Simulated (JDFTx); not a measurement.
# Ir (Fm-3m) in JDFTx: further runs, part 2 of 2

JDFTx 1.7.0 (patched build). Earlier steps stand in the parts before.

## Step 4: Single point, PBE, spin-orbit coupling, no magnetisation

Contents of Ir.in:

```
lattice \
    0.0000000000     1.9156000000     1.9156000000 \
    1.9156000000     0.0000000000     1.9156000000 \
    1.9156000000     1.9156000000     0.0000000000
latt-scale 1.889726124626 1.889726124626 1.889726124626
coords-type Lattice
ion Ir     0.0000000000     0.0000000000     0.0000000000 1

ion-species pseudo/Ir.upf
elec-cutoff 34
elec-ex-corr gga-PBE
kpoint-folding 12 12 12
elec-smearing Fermi 0.0018374661
elec-n-bands 29
spintype spin-orbit
electronic-SCF nIterations 100 energyDiffThreshold 1e-08
electronic-minimize nIterations 30 energyDiffThreshold 1e-7
converge-empty-states yes
forces-output-coords Cartesian

dump-name run.$VAR
dump End Ecomponents EigStats BandEigs Kpoints Forces Stress ElecDensity Dtot
```

Potentials or basis: PseudoDojo-FR-PBE-0.4-standard with smoothed tails.

Command:

```bash
$ jdftx -c 1 -i Ir.in -o Ir.out
```

The log of the run:

```text
*************** JDFTx 1.7.0 (patched build) ***************

Input parsed successfully to the following command list (including defaults):
[... the input with its defaults ...]

---------- Setting up symmetries ----------

Found 48 point-group symmetries of the bravais lattice
Found 48 space-group symmetries with basis
Applied RMS atom displacement 0 bohrs to make symmetries exact.

---------- Initializing the Grid ----------
R =
[            0      3.61996      3.61996  ]
[      3.61996            0      3.61996  ]
[      3.61996      3.61996            0  ]
unit cell volume = 94.8727
G =
[  -0.867853   0.867853   0.867853  ]
[   0.867853  -0.867853   0.867853  ]
[   0.867853   0.867853  -0.867853  ]
Minimum fftbox size, Smin = [  28  28  28  ]
Chosen fftbox size, S = [  28  28  28  ]

---------- Exchange Correlation functional ----------
Initalized PBE GGA exchange.
Initalized PBE GGA correlation.

---------- Setting up pseudopotentials ----------
Width of ionic core gaussian charges (only for fluid interactions / plotting) set to 0

Reading pseudopotential file 'pseudo/Ir.upf':
  'Ir' pseudopotential, 'PBE' functional
  Generated using ONCVPSP code by D. R. Hamann
  17 valence electrons, 6 orbitals, 14 projectors, 1001 radial grid points, with lMax = 3
    5S    l: 0   occupation:  2.0   eigenvalue: -3.592278
    5P    l: 1   occupation:  4.0   eigenvalue: -1.873210
    5P    l: 1   occupation:  2.0   eigenvalue: -2.372440
    5D    l: 2   occupation:  4.2   eigenvalue: -0.245427
    5D    l: 2   occupation:  2.8   eigenvalue: -0.290417
    6S    l: 0   occupation:  2.0   eigenvalue: -0.232974
[... 44 lines left out ...]
	FillingsUpdate:  mu: +0.966378060  nElectrons: 17.000000
SCF: Cycle:  3   F: -106.646013024568774   dF: -1.383e-06   |Residual|: 4.027e-04   |deigs|: 2.639e-04
	FillingsUpdate:  mu: +0.966298245  nElectrons: 17.000000
SCF: Cycle:  4   F: -106.646013283976004   dF: -2.594e-07   |Residual|: 1.922e-04   |deigs|: 1.191e-04
	FillingsUpdate:  mu: +0.966347194  nElectrons: 17.000000
SCF: Cycle:  5   F: -106.646013398770819   dF: -1.148e-07   |Residual|: 1.545e-05   |deigs|: 7.719e-05
	FillingsUpdate:  mu: +0.966345194  nElectrons: 17.000000
SCF: Cycle:  6   F: -106.646013425450946   dF: -2.668e-08   |Residual|: 7.404e-06   |deigs|: 8.477e-05
	FillingsUpdate:  mu: +0.966346829  nElectrons: 17.000000
SCF: Cycle:  7   F: -106.646013440820042   dF: -1.537e-08   |Residual|: 4.991e-06   |deigs|: 1.061e-04
	FillingsUpdate:  mu: +0.966345696  nElectrons: 17.000000
SCF: Cycle:  8   F: -106.646013445888130   dF: -5.068e-09   |Residual|: 1.115e-06   |deigs|: 3.074e-05
	FillingsUpdate:  mu: +0.966345733  nElectrons: 17.000000
SCF: Cycle:  9   F: -106.646013447912068   dF: -2.024e-09   |Residual|: 3.792e-07   |deigs|: 1.316e-04
SCF: Converged (|Delta E|<1.000000e-08 for 2 iters).

Setting wave functions to eigenvectors of Hamiltonian
Converging empty states (this may take a while): |deigs|: 2.247e-04

# Stress tensor in Cartesian coordinates [Eh/a0^3]:
[ -0.000395117            0            0  ]
[            0 -0.000395117            0  ]
[            0            0 -0.000395117  ]

# Ionic positions in lattice coordinates:
ion Ir   0.000000000000000   0.000000000000000   0.000000000000000 1

# Forces in Cartesian coordinates:
force Ir  -0.000000000000000  -0.000000000000000  -0.000000000000000 1

# Energy components:
   Eewald =      -91.5082882196129930
       EH =       14.4945813081880868
     Eloc =      -54.4030728969378288
      Enl =        5.7167193824534666
      Exc =      -21.9397685811947838
 Exc_core =        8.7126929602605632
       KE =       32.2813319263957439
-------------------------------------
     Etot =     -106.6458041204477070
       TS =        0.0002093274643574
-------------------------------------
        F =     -106.6460134479120683

IonicMinimize: Iter:   0  F: -106.646013447912068  |grad|_K:  0.000e+00
IonicMinimize: Converged (|grad|_K<1.000000e-04).

#--- Lowdin population analysis ---
# oxidation-state Ir +0.207

Dumping 'run.eigStats' ...
	eMin: -2.448259 at state 0 ( [ +0.000000 +0.000000 +0.000000 ] spin 0 )
	HOMO: +0.965871 at state 4 ( [ +0.000000 +0.000000 +0.333333 ] spin 0 )
	mu  : +0.966346
	LUMO: +0.967271 at state 15 ( [ +0.000000 +0.083333 -0.250000 ] spin 0 )
	eMax: +2.045574 at state 6 ( [ +0.000000 +0.000000 +0.500000 ] spin 0 )
	HOMO-LUMO gap: +0.001401
	Optical gap  : +0.027338 at state 39 ( [ +0.000000 +0.416667 +0.416667 ] spin 0 )
Done!
```

Run time: 2 min. Hardware: 1 thread of Arm Neoverse V2, shared host; peak memory 0.16 GiB.

Results:

| Property | Result |
| --- | --- |
| Free energy | -2901.9859 eV |
| Pressure | 11.6 GPa |
| Band gap on the k mesh | none (metal or under the smearing width) |

Levels at points of the mesh, in eV from the Fermi level:
| k point | band 14 | band 15 | band 16 | band 17 | band 18 | band 19 |
| --- | --- | --- | --- | --- | --- | --- |
| (0.00, 0.00, 0.00) | -4.43 | -3.60 | -3.60 | -1.21 | -1.21 | -1.21 |
| (0.00, 0.00, 0.50) | -3.78 | -1.09 | -1.09 | 0.52 | 0.52 | 1.11 |
| (0.00, 0.50, 0.50) | 0.59 | 1.03 | 1.03 | 1.25 | 1.25 | 1.93 |

## Step 5: The runs side by side

```tsv
task	potentials or basis	spin	cell	SCF threshold on the energy	further solve for the empty bands	gap on the mesh (eV)	pressure (GPa)
relaxation of cell and atoms	Ansatz-NC-SR-PBE with smoothed tails	off	relaxed	1e-09 Ha	no	none	0.0
single point	PseudoDojo-SR-PBE-0.4.1-standard with smoothed tails	off	as given	1e-09 Ha	yes	none	10.3
single point	PseudoDojo-FR-PBE-0.4-standard with smoothed tails	SOC, no magnetisation	as given	1e-08 Ha	yes	none	11.6
```

Alike in all rows: level PBE; k mesh 12 × 12 × 12; cutoff (eV) 925; smearing fermi-dirac 0.05 eV.

Absolute energies hang on the potentials; compare differences alone.
